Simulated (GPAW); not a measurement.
# Pd (Fm-3m) in GPAW: reference runs

Reference runs on Pd: the cell as given and a disturbed copy.

All numbers are computed with GPAW 26.7.0; they aren't measurements. Logs are shortened: lines on timing, memory, paths and dates and some standing lists are left out, and cuts for length are marked. The log counts tension as positive stress, the text compression.

**1. Starting point**

Symmetry: Fm-3m, No. 225, cubic system. Conventional cell: a = 3.893 Å, b = 3.893 Å, c = 3.893 Å, α = 90.00°, β = 90.00°, γ = 90.00°. Around Pd (site symmetry m-3m) lie 12 Pd at 2.75 Å.

**2. Single point, PBE**

File run.py:

```python
from ase import Atoms
from ase.dft.bandgap import bandgap
from ase.io import write
from ase.units import Bohr, GPa
from gpaw import GPAW, PW
from gpaw.elf import elf_from_dft_calculation

atoms = Atoms(['Pd'],
              cell=[[0.0, 1.9465, 1.9465],
                    [1.9465, 0.0, 1.9465],
                    [1.9465, 1.9465, 0.0]],
              scaled_positions=[[0.0, 0.0, 0.0]],
              pbc=True)

calc = GPAW(mode=PW(600),
            xc='PBE',
            kpts={'size': (12, 12, 12), 'gamma': True},
            occupations={'name': 'fermi-dirac', 'width': 0.05},
            nbands=17,
            convergence={'density': 1e-05, 'energy': 1e-05},
            maxiter=150,
            txt='gpaw.txt')
atoms.calc = calc
energy = atoms.get_potential_energy()
forces = atoms.get_forces()
stress = atoms.get_stress()
calc.write('gs.gpw')
write('result.traj', atoms)
print(f'Energy: {energy:.6f} eV')
print('Forces (eV/A):')
print(forces.round(4))
print('Stress (GPa):', (stress / GPa).round(3))
print('Fermi level:', round(calc.get_fermi_level(), 4), 'eV')
print(f'Gap: {bandgap(calc)[0]:.4f} eV, direct: {bandgap(calc, direct=True)[0]:.4f} eV')

# fields on the real-space grid
write('density.cube', atoms, data=calc.get_pseudo_density() * Bohr**3)
write('potential.cube', atoms, data=calc.get_electrostatic_potential())
write('elf.cube', atoms, data=elf_from_dft_calculation(calc).data)
```

Potentials or basis: GPAW PAW data sets (gpaw-data 1.2.1), pw.

Launch:

```sh
$ OMP_NUM_THREADS=1 python run.py
```

gpaw.txt:

```text
__  _  _
 | _ |_)|_||  |
 |__||  | ||/\| - 26.7.0

Input parameters:
  mode=PW(ecut=600.0),
  convergence={'density': 1e-05, 'energy': 1e-05},
  kpts=MonkhorstPack(size=(12, 12, 12), gamma=True),
  maxiter=150,
  nbands=17,
  occupations=Occupations(name='fermi-dirac', width=0.05),
  xc=XC(name='PBE')

Diagonalizing LCAO Hamiltonian
Converting LCAO to pw mode

       Pd

Atoms  # Å, Bohr magnetons
|   | symbol |        x |        y |        z |    initial magnetic moments |
|---|--------|----------|----------|----------|-----------------------------|
| 0 |     Pd | 0.000000 | 0.000000 | 0.000000 | ( 0.0000,  0.0000,  0.0000) |

Unit cell  # Å
| periodic |        x |        y |        z |  lengths |    angles |
|----------|----------|----------|----------|----------|-----------|
|      yes | 0.000000 | 1.946500 | 1.946500 | 2.752767 | 60.000000 |
|      yes | 1.946500 | 0.000000 | 1.946500 | 2.752767 | 60.000000 |
|      yes | 1.946500 | 1.946500 | 0.000000 | 2.752767 | 60.000000 |

Number of symmetries: 48
Symmetry operations  # r_c * U_cc + t_c -> r_c
|    | kind |            matrix            |
|----|------|------------------------------|
|  0 |  σ   |  1, 0, 0,  1, 0,-1,  1,-1, 0 |
|  1 |  C2  |  1, 0, 0,  1,-1, 0,  1, 0,-1 |
|  2 |  E   |  1, 0, 0,  0, 1, 0,  0, 0, 1 |
|  3 |  σ   |  1, 0, 0,  0, 0, 1,  0, 1, 0 |
|  4 |  C4  |  1, 0,-1,  1, 0, 0,  1,-1, 0 |
|  5 |  S6  |  1, 0,-1,  1,-1, 0,  1, 0, 0 |
|  6 |  σ   |  1, 0,-1,  0, 1,-1,  0, 0,-1 |
|  7 |  C3  |  1, 0,-1,  0, 0,-1,  0, 1,-1 |
|  8 |  S6  |  1,-1, 0,  1, 0, 0,  1, 0,-1 |
|  9 |  C4  |  1,-1, 0,  1, 0,-1,  1, 0, 0 |
| 10 |  C3  |  1,-1, 0,  0,-1, 1,  0,-1, 0 |
| 11 |  σ   |  1,-1, 0,  0,-1, 0,  0,-1, 1 |
| 12 |  σ   |  0, 1, 0,  1, 0, 0,  0, 0, 1 |
| 13 |  C4  |  0, 1, 0,  0, 1,-1, -1, 1, 0 |
| 14 |  C3  |  0, 1, 0,  0, 0, 1,  1, 0, 0 |
| 15 |  S6  |  0, 1, 0, -1, 1, 0,  0, 1,-1 |
| 16 |  C2  |  0, 1,-1,  1, 0,-1,  0, 0,-1 |
| 17 |  σ   |  0, 1,-1,  0, 1, 0, -1, 1, 0 |
| 18 |  S4  |  0, 1,-1,  0, 0,-1,  1, 0,-1 |
| 19 |  C4  |  0, 1,-1, -1, 1, 0,  0, 1, 0 |
| 20 |  C3  |  0, 0, 1,  1, 0, 0,  0, 1, 0 |
| 21 |  σ   |  0, 0, 1,  0, 1, 0,  1, 0, 0 |
| 22 |  S6  |  0, 0, 1,  0,-1, 1, -1, 0, 1 |
| 23 |  C4  |  0, 0, 1, -1, 0, 1,  0,-1, 1 |
| 24 |  S4  |  0, 0,-1,  1, 0,-1,  0, 1,-1 |
| 25 |  C3  |  0, 0,-1,  0, 1,-1,  1, 0,-1 |
| 26 |  C2  |  0, 0,-1,  0,-1, 0, -1, 0, 0 |
| 27 |  S6  |  0, 0,-1, -1, 0, 0,  0,-1, 0 |
| 28 |  S4  |  0,-1, 1,  1,-1, 0,  0,-1, 0 |
| 29 |  C4  |  0,-1, 1,  0, 0, 1, -1, 0, 1 |
| 30 |  C2  |  0,-1, 1,  0,-1, 0,  1,-1, 0 |
| 31 |  σ   |  0,-1, 1, -1, 0, 1,  0, 0, 1 |
| 32 |  C3  |  0,-1, 0,  1,-1, 0,  0,-1, 1 |
| 33 |  S6  |  0,-1, 0,  0, 0,-1, -1, 0, 0 |
| 34 |  S4  |  0,-1, 0,  0,-1, 1,  1,-1, 0 |
| 35 |  C2  |  0,-1, 0, -1, 0, 0,  0, 0,-1 |
| 36 |  C2  | -1, 1, 0,  0, 1, 0,  0, 1,-1 |
| 37 |  S6  | -1, 1, 0,  0, 1,-1,  0, 1, 0 |
| 38 |  S4  | -1, 1, 0, -1, 0, 1, -1, 0, 0 |
| 39 |  C3  | -1, 1, 0, -1, 0, 0, -1, 0, 1 |
| 40 |  S6  | -1, 0, 1,  0, 0, 1,  0,-1, 1 |
| 41 |  C2  | -1, 0, 1,  0,-1, 1,  0, 0, 1 |
| 42 |  C3  | -1, 0, 1, -1, 1, 0, -1, 0, 0 |
| 43 |  S4  | -1, 0, 1, -1, 0, 0, -1, 1, 0 |
| 44 |  C2  | -1, 0, 0,  0, 0,-1,  0,-1, 0 |
| 45 |  i   | -1, 0, 0,  0,-1, 0,  0, 0,-1 |
| 46 |  σ   | -1, 0, 0, -1, 1, 0, -1, 0, 1 |
| 47 |  C2  | -1, 0, 0, -1, 0, 1, -1, 1, 0 |

BZ-sampling:
  Number of BZ points: 1728
  Number of IBZ points: 72

  Monkhorst-Pack size: [12, 12, 12]
  Monkhorst-Pack shift: [0.041666666666666664, 0.041666666666666664, 0.041666666666666664]

K-points  # in reciprocal-cell coordinates
|     |                                coordinates |     weight |
|-----|--------------------------------------------|------------|
|   0 | ( -0.00000000,  -0.00000000,  -0.00000000) | 0.00057870 |
|   1 | (  0.08333333,   0.08333333,  -0.00000000) | 0.00347222 |
|   2 | (  0.08333333,   0.08333333,   0.08333333) | 0.00462963 |
|   3 | (  0.16666667,   0.08333333,   0.08333333) | 0.00694444 |
|   4 | (  0.16666667,   0.16666667,  -0.00000000) | 0.00347222 |
|   5 | (  0.16666667,   0.16666667,   0.08333333) | 0.01388889 |
|   6 | (  0.16666667,   0.16666667,   0.16666667) | 0.00462963 |
|   7 | (  0.25000000,   0.16666667,   0.08333333) | 0.01388889 |
|   8 | (  0.25000000,   0.16666667,   0.16666667) | 0.01388889 |
|   9 | (  0.25000000,   0.25000000,  -0.00000000) | 0.00347222 |
| ... |                                            |            |
|  71 | (  0.50000000,   0.50000000,   0.50000000) | 0.00231481 |

Plane wave coefficients: 531
Cutoff: 600.0 eV

Spin-components: 1 (collinear spins)
Bands:           17
Projectors:      6
Spin-degeneracy: 2
Datatype:        complex128

Density:
  Valence electrons: 16.0
  Components: 1
  Grid points: [16 16 16]
  Charge: 0.0  # |e|

Potential:
  Grid points: [16 16 16]

species:
  Pd:
    name:    Palladium
    Z:       46.0
    valence: 16
    core:    30
    charge:  0.0  # [|e|]
    compensation charges:
      type: gauss
      rc: 0.38  # [Å]
      lmax: 2
    cutoffs:
      filter: 2.38  # [Å]
      core: 2.28  # [Å]
    projectors
    | kind |    occ | energy [eV] | rcut [Å] |
    |------|--------|-------------|----------|
    |   5s |  0.000 |      -3.315 |    1.228 |
    |   4p |  6.000 |     -51.209 |    1.360 |
    |   5p |  0.000 |      -0.314 |    1.360 |
    |   4d | 10.000 |      -4.047 |    1.228 |
    |    s |        |      23.896 |    1.228 |
    |    d |        |      23.165 |    1.228 |

    Using partial waves for Pd as LCAO basis

Reference energy: -137227.490718  # eV

eigensolver:
  PPCG
  Converge bands: occupied
  niter=2

density mixing:
  MSR1-Mixer
  Pratt-step length: 0.05
  Maximum mixing coefficient: 0.75
  Old densities: 10
  SVD Regularization: 0.005
  Good broyden scale: 1.0
  Trust region scale: 1.0
  Backstep threshold: 4.0
  History deletion threshold: 6.0
  Fourier metric: weight=20.0, sigma=0.015

occupation numbers:
  Fermi-Dirac:
    width: 0.0500  # eV

poisson solver:
  ecut: 4800.0  # eV

xc functional:
  name: PBE with 2 nearest neighbor stencil

convergence criteria:
- Maximum integral of absolute [dens]ity change: 1e-05 electrons / valence electron
- Maximum [total energy] change in last 3 cyles: 1e-05 eV / valence electron
- Maximum integral of absolute [eigenst]ate change: 4e-08 eV^2 / valence electron
maximum number of iterations: 150

SCF iterations
|iter     | |      energy | eigst |  dens |
|---------|-|-------------|-------|-------|
|iter:   1| |   -4.847556 | -0.14 |       |
|iter:   2| |   -4.611129 | -2.59 | -0.98 |
|iter:   3| |   -3.883103 | -1.46 | -1.04 |
|iter:   4| |   -3.874461 | -3.36 | -2.02 |
|iter:   5| |   -3.871540 | -3.52 | -2.17 |
|iter:   6| |   -3.871528 | -6.01 | -3.35 |
|iter:   7| |   -3.871529c| -6.76 | -4.05 |
|iter:   8| |   -3.871530c| -8.92c| -4.69 |
|iter:   9| |   -3.871530c| -9.56c| -5.68c|

Converged in 9 steps
Energy contributions relative to reference atoms: (reference = -137227.490718)

Energy contributions:
  Kinetic:          -1.792988
  Coulomb:          -2.657308
  Zero:             -0.152150
  External:          0.000000
  Xc:                0.740699
  Entropy:          -0.019565
  Spinorbit:         0.000000
  ----------------------------
  Free energy:      -3.881312
  Extrapolated:     -3.871530

dipole moment: (-11.557294, -11.557294, -11.557294)  # |e|*Ang

Fermi level: 9.469
Eigenvalues  # (at kpt = [-0.000, -0.000, -0.000])
| band index |      eig [eV] | occ [0-2] |
|------------|---------------|-----------|
|          0 |       -40.188 |     2.000 |
|          1 |       -40.188 |     2.000 |
|          2 |       -40.188 |     2.000 |
|          3 |         2.360 |     2.000 |
|          4 |         6.649 |     2.000 |
|          5 |         6.649 |     2.000 |
|          6 |         6.649 |     2.000 |
|          7 |         8.257 |     2.000 |
|          8 |         8.257 |     2.000 |
|          9 |        26.959 |     0.000 |
|         10 |        31.990 |     0.000 |
|         11 |        31.990 |     0.000 |
|         12 |        31.990 |     0.000 |
|         13 |        36.614 |     0.000 |
|         14 |        39.719 |     0.000 |
|         15 |        39.719 |     0.000 |
|         16 |        39.719 |     0.000 |

No gap
No difference between direct/indirect transitions

Forces  # eV/Ang
|        x |        y |       z |
|----------|----------|---------|
| -0.00000 | -0.00000 | 0.00000 |  # Pd   0

Stress tensor  # eV/Ang^3
|         x |         y |         z |
|-----------|-----------|-----------|
| -0.043095 |  0.000000 | -0.000000 |
|  0.000000 | -0.043095 |  0.000000 |
| -0.000000 |  0.000000 | -0.043095 |

# Writing to gs.gpw (mode='')
```

stdout:

```text
Energy: -3.871530 eV
Forces (eV/A):
[[-0. -0.  0.]]
Stress (GPa): [-6.905 -6.905 -6.905  0.    -0.     0.   ]
Fermi level: 9.4691 eV
Gap: 0.0000 eV, direct: 0.0000 eV
```

It took 11 s on 1 thread of Arm Neoverse V1, shared host; peak memory 0.13 GiB.

Results:

```
Free energy            : -3.8813 eV
Pressure               : 6.9 GPa
Band gap on the k mesh : none (metal or under the smearing width)
```

Levels at points of the mesh, in eV from the Fermi level:
```csv
k point,band 6,band 7,band 8,band 9,band 10,band 11
"(0.00, 0.00, 0.00)",-2.82,-2.82,-1.21,-1.21,17.49,22.52
"(0.50, 0.50, 0.00)",-0.04,0.31,0.31,3.36,10.80,13.52
"(0.50, 0.50, 0.50)",-2.87,-0.01,-0.01,1.02,7.35,16.80
```

**3. Single point, PBE (cell strained at random at fixed volume)**

File run.py:

```python
from ase.dft.bandgap import bandgap
from ase.io import read, write
from ase.units import GPa
from gpaw import GPAW, PW

atoms = read('POSCAR')

calc = GPAW(mode=PW(600),
            xc='PBE',
            kpts={'size': (12, 12, 12), 'gamma': True},
            occupations={'name': 'fermi-dirac', 'width': 0.05},
            nbands=17,
            convergence={'density': 1e-05, 'energy': 1e-05},
            maxiter=150,
            txt='gpaw.txt')
atoms.calc = calc
energy = atoms.get_potential_energy()
forces = atoms.get_forces()
stress = atoms.get_stress()
calc.write('gs.gpw')
write('result.traj', atoms)
print(f'Energy: {energy:.6f} eV')
print('Forces (eV/A):')
print(forces.round(4))
print('Stress (GPa):', (stress / GPa).round(3))
print('Fermi level:', round(calc.get_fermi_level(), 4), 'eV')
print(f'Gap: {bandgap(calc)[0]:.4f} eV, direct: {bandgap(calc, direct=True)[0]:.4f} eV')
```

File POSCAR:

```
Pd
1.0
   -0.0111260000      1.9552170000      1.9418620000
    1.9710740000      0.0063410000      1.9243950000
    1.9644410000      1.9311180000      0.0129730000
Pd
1
Direct
    0.0238370000     -0.0169870000     -0.0029670000
```

Potentials or basis: GPAW PAW data sets (gpaw-data 1.2.1), pw.

Launch:

```sh
$ OMP_NUM_THREADS=1 python run.py
```

gpaw.txt:

```text
__  _  _
 | _ |_)|_||  |
 |__||  | ||/\| - 26.7.0

Input parameters:
  mode=PW(ecut=600.0),
  convergence={'density': 1e-05, 'energy': 1e-05},
  kpts=MonkhorstPack(size=(12, 12, 12), gamma=True),
  maxiter=150,
  nbands=17,
  occupations=Occupations(name='fermi-dirac', width=0.05),
  xc=XC(name='PBE')

Diagonalizing LCAO Hamiltonian
Converting LCAO to pw mode

       Pd

Atoms  # Å, Bohr magnetons
|   | symbol |         x |        y |        z |    initial magnetic moments |
|---|--------|-----------|----------|----------|-----------------------------|
| 0 |     Pd | -0.039576 | 0.040769 | 0.013560 | ( 0.0000,  0.0000,  0.0000) |

Unit cell  # Å
| periodic |         x |        y |        z |  lengths |    angles |
|----------|-----------|----------|----------|----------|-----------|
|      yes | -0.011126 | 1.955217 | 1.941862 | 2.755690 | 58.991783 |
|      yes |  1.971074 | 0.006341 | 1.924395 | 2.754718 | 60.143433 |
|      yes |  1.964441 | 1.931118 | 0.012973 | 2.754708 | 60.592593 |

Number of symmetries: 1
Symmetry operations  # r_c * U_cc + t_c -> r_c
|   | kind |            matrix            |
|---|------|------------------------------|
| 0 |  E   |  1, 0, 0,  0, 1, 0,  0, 0, 1 |

BZ-sampling:
  Number of BZ points: 1728
  Number of IBZ points: 868

  Monkhorst-Pack size: [12, 12, 12]
  Monkhorst-Pack shift: [0.041666666666666664, 0.041666666666666664, 0.041666666666666664]

K-points  # in reciprocal-cell coordinates
|     |                                coordinates |     weight |
|-----|--------------------------------------------|------------|
[... 78 lines left out ...]
    width: 0.0500  # eV

poisson solver:
  ecut: 4800.0  # eV

xc functional:
  name: PBE with 2 nearest neighbor stencil

convergence criteria:
- Maximum integral of absolute [dens]ity change: 1e-05 electrons / valence electron
- Maximum [total energy] change in last 3 cyles: 1e-05 eV / valence electron
- Maximum integral of absolute [eigenst]ate change: 4e-08 eV^2 / valence electron
maximum number of iterations: 150

SCF iterations
|iter     | |      energy | eigst |  dens |
|---------|-|-------------|-------|-------|
|iter:   1| |   -4.845539 | -0.14 |       |
|iter:   2| |   -4.609179 | -2.59 | -0.98 |
|iter:   3| |   -3.881374 | -1.46 | -1.04 |
|iter:   4| |   -3.872675 | -3.36 | -2.02 |
|iter:   5| |   -3.869742 | -3.55 | -2.17 |
|iter:   6| |   -3.869742 | -6.10 | -3.44 |
|iter:   7| |   -3.869744c| -6.98 | -4.05 |
|iter:   8| |   -3.869744c| -7.54c| -4.75 |
|iter:   9| |   -3.869744c| -8.57c| -5.70c|

Converged in 9 steps
Energy contributions relative to reference atoms: (reference = -137227.490718)

Energy contributions:
  Kinetic:          -1.762336
  Coulomb:          -2.681632
  Zero:             -0.152230
  External:          0.000000
  Xc:                0.735966
  Entropy:          -0.019023
  Spinorbit:         0.000000
  ----------------------------
  Free energy:      -3.879255
  Extrapolated:     -3.869744

dipole moment: (11.443355, 0.232250, 0.083638)  # |e|*Ang

Fermi level: 9.469
Eigenvalues  # (at kpt = [-0.000, -0.000, -0.000])
| band index |      eig [eV] | occ [0-2] |
|------------|---------------|-----------|
|          0 |       -40.199 |     2.000 |
|          1 |       -40.186 |     2.000 |
|          2 |       -40.177 |     2.000 |
|          3 |         2.360 |     2.000 |
|          4 |         6.503 |     2.000 |
|          5 |         6.649 |     2.000 |
[... 9 lines left out ...]
|         15 |        39.809 |     0.000 |
|         16 |        40.029 |     0.000 |

No gap
No difference between direct/indirect transitions

Forces  # eV/Ang
|        x |       y |        z |
|----------|---------|----------|
| -0.00005 | 0.00004 | -0.00002 |  # Pd   0

Stress tensor  # eV/Ang^3
|         x |         y |         z |
|-----------|-----------|-----------|
| -0.038292 | -0.003929 | -0.001127 |
| -0.003929 | -0.045303 |  0.008717 |
| -0.001127 |  0.008717 | -0.047149 |

# Writing to gs.gpw (mode='')
```

Wall time 1.7 min (1 thread of Arm Neoverse V1, shared host); peak memory 0.32 GiB.

What came out:

```
Free energy            : -3.8793 eV
Pressure               : 7.0 GPa
Band gap on the k mesh : none (metal or under the smearing width)
```

Stress tensor (GPa, compression positive):
```
 6.14  0.63  0.18
 0.63  7.26 -1.40
 0.18 -1.40  7.55
```
